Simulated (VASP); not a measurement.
# ZrSe2 in VASP: notebook

One slab, ZrSe2, is run at these levels: PBE+D3(BJ), HSE06; tasks: band structure.

Program: VASP 6.6.1. These are calculated values, not measurements. Logs are shortened: lines on timing, memory, paths and dates and some standing lists are left out, and cuts for length are marked.

**1. The slab as given**

The cell holds a slab with vacuum, 6 atoms: a = 3.748 Å, b = 3.748 Å, c = 27.288 Å, α = 90.00°, β = 90.00°, γ = 120.00°.

**2. Band structure, PBE+D3(BJ)**

Contents of INCAR:

```
SYSTEM = ZrSe2
PREC = Accurate
ENCUT = 520
EDIFF = 1E-6
ISMEAR = 0
SIGMA = 0.03
LREAL = .FALSE.
LASPH = .TRUE.
NELM = 80
ALGO = Normal
ISIF = 2
LWAVE = .FALSE.
LCHARG = .FALSE.
LMAXMIX = 4
LDIPOL = .TRUE.
IDIPOL = 3
DIPOL = 0.5 0.5 0.500
GGA = PE
IVDW = 12
NBANDS = 33
LVHAR = .TRUE.
LVACPOTAV = .TRUE.
KPAR = 4
```

Contents of KPOINTS:

```
regular mesh
0
G
  6 6 1
  0 0 0
```

Contents of POSCAR:

```
ZrSe2                                   
1.0
    3.7482233144      0.0000000000      0.0000000000
   -1.8741116572      3.2460566059      0.0000000000
    0.0000000000      0.0000000000     27.2880000000
  Se              Zr            
     4     2
Direct
     0.6666666699999979    0.3333333300000021    0.3304647088641161
     0.3333333300000021    0.6666666699999979    0.4474856018508822
     0.6666666699999979    0.3333333300000021    0.5525143981491178
     0.3333333300000021    0.6666666699999979    0.6695352911358839
     1.0000000000000000    0.0000000000000000    0.3890422945516318
     1.0000000000000000    0.0000000000000000    0.6109577054483681
```

Contents of KPOINTS_OPT:

```
explicit points
3
Reciprocal
 0.0000000000  0.0000000000  0.0000000000 1
 0.5000000000  0.0000000000  0.0000000000 1
 0.3333333300  0.3333333300  0.0000000000 1
```

Potentials or basis: VASP PAW PBE potentials, release 64 (Se, Zr_sv).

On the command line:

```sh
$ cat potpaw_PBE.64/Se/POTCAR potpaw_PBE.64/Zr_sv/POTCAR > POTCAR
$ mpirun -np 4 vasp_std > vasp.out
```

OUTCAR:

```text
SYSTEM = ZrSe2
   PREC = Accurate
   ENCUT = 520
   EDIFF = 1E-6
   ISMEAR = 0
   LREAL = .FALSE.
   LASPH = .TRUE.
   NELM = 80
   ISIF = 2
   GGA = PE
   IVDW = 12
 IVDW          = 12

 ion  position               nearest neighbor table
   1  0.667  0.333  0.330-   5 2.69   5 2.69   5 2.69
   2  0.333  0.667  0.447-   5 2.69   5 2.69   5 2.69
   3  0.667  0.333  0.553-   6 2.69   6 2.69   6 2.69
   4  0.333  0.667  0.670-   6 2.69   6 2.69   6 2.69
   5  0.000  0.000  0.389-   2 2.69   2 2.69   2 2.69   1 2.69   1 2.69   1 2.69
   6  0.000  0.000  0.611-   3 2.69   3 2.69   3 2.69   4 2.69   4 2.69   4 2.69

  LATTYP: Found a hexagonal cell.
 ALAT       =     3.7482233144
 C/A-ratio  =     7.2802492571

  Lattice vectors:

 A1 = (   3.7482233144,   0.0000000000,   0.0000000000)
 A2 = (  -1.8741116572,   3.2460566059,   0.0000000000)
 A3 = (   0.0000000000,   0.0000000000,  27.2880000000)

Analysis of symmetry for initial positions (statically):
=====================================================================
 Subroutine PRICEL returns:
 Original cell was already a primitive cell.

 Routine SETGRP: Setting up the symmetry group for a
 hexagonal supercell.

 Subroutine GETGRP returns: Found 12 space group operations
 (whereof 12 operations were pure point group operations)
 out of a pool of 24 trial point group operations.

The static configuration has the point symmetry D_3d.

Analysis of symmetry for dynamics (positions and initial velocities):
=====================================================================
 Subroutine PRICEL returns:
 Original cell was already a primitive cell.

 Routine SETGRP: Setting up the symmetry group for a
 hexagonal supercell.

 Subroutine GETGRP returns: Found 12 space group operations
 (whereof 12 operations were pure point group operations)
 out of a pool of 24 trial point group operations.

The dynamic configuration has the point symmetry D_3d.

 Subroutine INISYM returns: Found 12 space group operations
 (whereof 12 operations are pure point group operations),
 and found     1 'primitive' translations

----------------------------------------------------------------------------------------

                                     Primitive cell

  volume of cell :     332.0116

  direct lattice vectors                    reciprocal lattice vectors
     3.748223314  0.000000000  0.000000000     0.266793069  0.154033050  0.000000000
    -1.874111657  3.246056606  0.000000000     0.000000000  0.308066100  0.000000000
     0.000000000  0.000000000 27.288000000     0.000000000  0.000000000  0.036646145

  length of vectors
     3.748223314  3.748223311 27.288000000     0.308066100  0.308066100  0.036646145

  position of ions in fractional coordinates (direct lattice)
     0.666666670  0.333333330  0.330464709
     0.333333330  0.666666670  0.447485602
     0.666666670  0.333333330  0.552514398
     0.333333330  0.666666670  0.669535291
     0.000000000  0.000000000  0.389042295
     0.000000000  0.000000000  0.610957705

  ion indices of the primitive-cell ions
   primitive index   ion index
                 1           1
                 2           2
                 3           3
                 4           4
                 5           5
                 6           6

----------------------------------------------------------------------------------------

 KPOINTS: regular mesh

Automatic generation of k-mesh.
 Grid dimensions read from file:
 generate k-points for:    6    6    1

 Generating k-lattice:

  Cartesian coordinates                     Fractional coordinates (reciprocal lattice)
     0.044465511  0.025672175  0.000000000     0.166666667  0.000000000  0.000000000
     0.000000000  0.051344350  0.000000000     0.000000000  0.166666667  0.000000000
     0.000000000  0.000000000  0.036646145     0.000000000  0.000000000  1.000000000

  Length of vectors
     0.051344350  0.051344350  0.036646145

  Shift w.r.t. Gamma in fractional coordinates (k-lattice)
     0.000000000  0.000000000  0.000000000

 Subroutine IBZKPT returns following result:
 ===========================================

 Found      7 irreducible k-points:

 Following reciprocal coordinates:
            Coordinates               Weight
  0.000000  0.000000  0.000000      1.000000
  0.166667 -0.000000  0.000000      6.000000
  0.333333  0.000000  0.000000      6.000000
  0.500000  0.000000  0.000000      3.000000
  0.166667  0.166667  0.000000      6.000000
  0.333333  0.166667  0.000000     12.000000
  0.333333  0.333333  0.000000      2.000000
   k-points           NKPTS =      7   k-points in BZ     NKDIM =      7   number of bands    NBANDS=     33
   number of dos      NEDOS =    301   number of ions     NIONS =      6
   total plane-waves  NPLWV = 164640
   dimension x,y,z NGX =    28 NGY =   28 NGZ =  210
   dimension x,y,z NGXF=    56 NGYF=   56 NGZF=  420
   ions per type =               4   2
   NGX,Y,Z   is equivalent  to a cutoff of  12.42, 12.42, 12.79 a.u.
   NGXF,Y,Z  is equivalent  to a cutoff of  24.84, 24.84, 25.59 a.u.
 SYSTEM =  ZrSe2
   PREC   = accura    normal or accurate (medium, high low for compatibility)
   ISTART =      0    job   : 0-new  1-cont  2-samecut
   ICHARG =      2    charge: 1-file 2-atom 10-const
   ISPIN  =      1    spin polarized calculation?
   LNONCOLLINEAR =      F non collinear calculations
   LSORBIT =      F    spin-orbit coupling
   LASPH  =      T    aspherical Exc in radial PAW
   ENCUT  =  520.0 eV  38.22 Ry    6.18 a.u.   6.97  6.97 50.74*2*pi/ulx,y,z
   NELM   =     80;   NELMIN=  2; NELMDL= -5     # of ELM steps
   EDIFF  = 0.1E-05   stopping-criterion for ELM
   LREAL  =      F    real-space projection
   EDIFFG = 0.1E-04   stopping-criterion for IOM
   NSW    =      0    number of steps for IOM
   IBRION =     -1    ionic relax: 0-MD 1-quasi-New 2-CG
   NFREE  =      0    steps in history (QN), initial steepest desc. (CG)
   ISIF   =      2    stress and relaxation
   ISYM   =      2    0-nonsym 1-usesym 2-fastsym
   POTIM  = 0.5000    time-step for ionic-motion
   TEBEG  =    0.0;   TEEND  =   0.0 temperature during run
   PSTRESS=    0.0 pullay stress
   NELECT =      48.0000    total number of electrons
   NUPDOWN=      -1.0000    fix difference up-down
   EMIN   =  10.00;   EMAX   =-10.00  energy-range for DOS
   EFERMI =   0.00;   METHOD = LEGACY
   ISMEAR =     0;   SIGMA  =   0.03  broadening in eV -4-tet -1-fermi 0-gaus
   EFERMI_NEDOS =   21; number of points for ismear=-14 and -15
   IALGO  =     38    algorithm
   IMIX   =      4    mixing-type and parameters
     AMIX     =   0.40;   BMIX     =  1.00
     AMIX_MAG =   1.60;   BMIX_MAG =  1.00
  volume/ion in A,a.u.               =      55.34       373.42
  Fermi-wavevector in a.u.,A,eV,Ry     =   0.859220  1.623690 10.044614  0.738258
  Thomas-Fermi vector in A             =   1.976542
   LORBIT       =      0    0 simple, 1 ext, 2 COOP (PROOUT), +10 PAW based schemes
   GGA     = PE    functional components
   LHFCALC =     F    Hartree Fock is set to
   AEXX    =    0.0000 exact exchange contribution
   IVDW    =    12    specifies the selected vdW correction
   LEPSILON=     F    determine dielectric tensor
   LRPA    =     F    only Hartree local field effects (RPA)
 non-spin polarized calculation
 Gauss-broadening in eV      SIGMA  =   0.03
  energy-cutoff  :      520.00
  volume of cell :      332.01
 maximum number of plane-waves:      8972
 NGX is ok and might be reduce to    28
   NGX = 13   NGY = 13   NGZ =101

 dipolmoment           0.000000      0.000000     -0.000000 electrons x Angstroem

 number of electron      47.9999999 magnetization

 dipolmoment           0.000000      0.000000      0.000000 electrons x Angstroem

 Free energy of the ion-electron system (eV)
  ---------------------------------------------------
  ext. energy  EPLUGINS =         0.00000000
  ---------------------------------------------------
  free energy    TOTEN  =       -39.07962780 eV

  energy without entropy =      -39.07962780  energy(sigma->0) =      -39.07962780

 E-fermi :  -0.8089     XC(G=0):  -4.7116

 val. band max:       -0.9354694994   @ k =   0.0000   0.0000   0.0000
 cond. band min:      -0.6771319392   @ k =   0.5000   0.0000   0.0000
 fundamental gap:      0.2583375603
 Fermi energy:        -0.8089308125

 k-point     1 :       0.0000    0.0000    0.0000
  band No.  band energies     occupation
      1     -50.4238      2.00000
      2     -50.4238      2.00000
      3     -28.4770      2.00000
      4     -28.4767      2.00000
      5     -28.3549      2.00000
      6     -28.3549      2.00000
[... 25 lines left out ...]
     32       3.3296      0.00000
     33       3.6223      0.00000

 k-point     2 :       0.1667   -0.0000    0.0000
  band No.  band energies     occupation
      1     -50.4203      2.00000
      2     -50.4203      2.00000
      3     -28.4649      2.00000
      4     -28.4647      2.00000
      5     -28.4064      2.00000
      6     -28.4064      2.00000
[... 25 lines left out ...]
     32       2.7934      0.00000
     33       3.1956      0.00000

 k-point     3 :       0.3333    0.0000    0.0000
  band No.  band energies     occupation
      1     -50.4132      2.00000
      2     -50.4132      2.00000
      3     -28.5084      2.00000
      4     -28.5084      2.00000
      5     -28.4396      2.00000
      6     -28.4395      2.00000
[... 25 lines left out ...]
     32       3.3834      0.00000
     33       3.7300      0.00000

 k-point     4 :       0.5000    0.0000    0.0000
  band No.  band energies     occupation
      1     -50.4097      2.00000
      2     -50.4097      2.00000
      3     -28.5580      2.00000
      4     -28.5580      2.00000
      5     -28.4274      2.00000
      6     -28.4273      2.00000
[... 25 lines left out ...]
     32       3.8905      0.00000
     33       3.9545      0.00000

 k-point     5 :       0.1667    0.1667    0.0000
  band No.  band energies     occupation
      1     -50.4150      2.00000
      2     -50.4150      2.00000
      3     -28.4728      2.00000
      4     -28.4728      2.00000
      5     -28.4469      2.00000
      6     -28.4467      2.00000
[... 25 lines left out ...]
     32       2.8468      0.00000
     33       3.1000      0.00000

 k-point     6 :       0.3333    0.1667    0.0000
  band No.  band energies     occupation
      1     -50.4097      2.00000
      2     -50.4097      2.00000
      3     -28.5313      2.00000
      4     -28.5313      2.00000
      5     -28.4301      2.00000
      6     -28.4301      2.00000
[... 25 lines left out ...]
     32       3.1186      0.00000
     33       3.9914      0.00000

 k-point     7 :       0.3333    0.3333    0.0000
  band No.  band energies     occupation
      1     -50.4079      2.00000
      2     -50.4079      2.00000
      3     -28.4945      2.00000
      4     -28.4945      2.00000
      5     -28.4940      2.00000
      6     -28.4940      2.00000
[... 25 lines left out ...]
     32       3.2597      0.00000
     33       3.7615      0.00000

------------------------ aborting loop because EDIFF is reached ----------------------------------------

 Edisp (eV)   -2.01134

 E8    (eV) :    -0.9350

  FORCE on cell =-STRESS in cart. coord.  units (eV):
  Direction    XX          YY          ZZ          XY          YZ          ZX
  --------------------------------------------------------------------------------------
  -------------------------------------------------------------------------------------
  Total       0.19337     0.19337    -0.14605    -0.00000     0.00000     0.00000
  in kB       0.93316     0.93316    -0.70478    -0.00000     0.00000     0.00000
  external pressure =        0.39 kB  Pullay stress =        0.00 kB

 VOLUME and BASIS-vectors are now :
 -----------------------------------------------------------------------------
  energy-cutoff  :      520.00
  volume of cell :      332.01
      direct lattice vectors                 reciprocal lattice vectors
     3.748223314  0.000000000  0.000000000     0.266793069  0.154033050  0.000000000
    -1.874111657  3.246056606  0.000000000     0.000000000  0.308066100  0.000000000
     0.000000000  0.000000000 27.288000000     0.000000000  0.000000000  0.036646145

 POSITION                                       TOTAL-FORCE (eV/Angst)
 -----------------------------------------------------------------------------------
      1.87411      1.08202      9.01772        -0.000000     -0.000000      0.018794
     -0.00000      2.16404     12.21099         0.000000     -0.000000     -0.012176
      1.87411      1.08202     15.07701        -0.000000      0.000000      0.012176
     -0.00000      2.16404     18.27028        -0.000000      0.000000     -0.018794
      0.00000      0.00000     10.61619        -0.000000     -0.000000     -0.003687
      0.00000      0.00000     16.67181        -0.000000      0.000000      0.003687
 -----------------------------------------------------------------------------------
    total drift:                                0.000000     -0.000000      0.000000

  FREE ENERGIE OF THE ION-ELECTRON SYSTEM (eV)
  ---------------------------------------------------
  free  energy   TOTEN  =       -41.0909683560 eV

  energy  without entropy=      -41.0909683560  energy(sigma->0) =      -41.09096836

 vacuum level on the upper side and lower side of the slab         4.551         4.551
```

It took 35 s on 4 MPI ranks of Intel Xeon 6975P-C (Granite Rapids), shared host; peak memory 0.51 GiB.

What came out:

* Free energy: -41.0910 eV
* Largest force: 0.019 eV/Å
* Band gap on the k mesh: 0.26 eV, indirect (least direct gap 1.04 eV)
* Band gap along the path: 0.26 eV, indirect (least direct gap 1.04 eV)
* Dispersion energy per atom: -0.335 eV
* Ionisation potential of the upper face: 5.49 eV

Forces in eV/Å, atoms in the order of the input:
```
Se   0.000  0.000  0.019
Se   0.000  0.000 -0.012
Se   0.000  0.000  0.012
Se   0.000  0.000 -0.019
Zr   0.000  0.000 -0.004
Zr   0.000  0.000  0.004
```

Levels at points of the mesh, in eV from the valence-band top:
```csv
k point,band 20,band 21,band 22,band 23,band 24,band 25,band 26,band 27,band 28,band 29
"(0.00, 0.00, 0.00)",-0.62,-0.13,-0.13,0.00,0.00,1.04,1.04,1.06,1.06,1.48
"(0.50, 0.00, 0.00)",-2.48,-1.97,-1.28,-1.23,-1.01,0.26,0.38,2.62,2.62,3.01
```

(Part 1 of 2 ends here.)
